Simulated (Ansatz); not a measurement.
# AlNi: the cost of one run

Method: DFT PBE, scalar-relativistic, plane waves, PAW, in Ansatz 0.2.0.

### Step 1. The starting structure

Symmetry: P-6m2, No. 187, hexagonal system. Conventional cell: a = 2.631 Å, b = 2.631 Å, c = 4.280 Å, α = 90.00°, β = 90.00°, γ = 120.00°. Around Al (site symmetry -6m2) lie 6 Ni at 2.62 Å and 6 Al at 2.63 Å. Around Ni (site symmetry -6m2) lie 6 Al at 2.62 Å and 6 Ni at 2.63 Å.

Structure file:

```
Al Ni
1.0
     2.63141    0.00000    0.00000
    -1.31570    2.27887    0.00000
     0.00000    0.00000    4.28045
Al Ni
1 1
Cartesian
  1.3157 0.7596 2.1402
  0.0000 1.5192 0.0000
```

The start is an ordering of an alloy on its end members' structure types: elements ordered on the sites of the Co type, Ni/Al on Co (P-6m2, No. 187).

### Step 2. The guess as it stands, on a coarse mesh

The input, input.yaml:

```yaml
crystal:
  lattice:
    - [2.63140959, 0.0, 0.0]
    - [-1.31570479, 2.27886755, 0.0]
    - [0.0, 0.0, 4.28045186]
  atoms:
    - { symbol: Al, position: [0.66666667, 0.33333333, 0.5] }
    - { symbol: Ni, position: [0.33333333, 0.66666667, 0.0], spin: 2.0 }
basis:
  ecutwfc: 420
kpoints:
  mp_grid: { grid: [6, 6, 4] }
hamiltonian:
  xc: pbe
scf:
  occupations: { method: gaussian, width: 0.1 }
  lower_state_search: "off"
output:
  forces: true
  stress: true
  eigenvalues: true
  populations: true
magnetization:
  spin_polarized: true
```

Command:

```console
$ ansatz run input.yaml --threads 1 --pin off --max-ram 2560MiB --backend cpu --events-out ev --progress --plain --runs-dir out
```

**Question.** How long does this run take on 1 thread of AMD EPYC 7R43 (Zen 3), shared host, and how much memory does it need?

About 3.4 s, with a peak of 0.33 GiB.
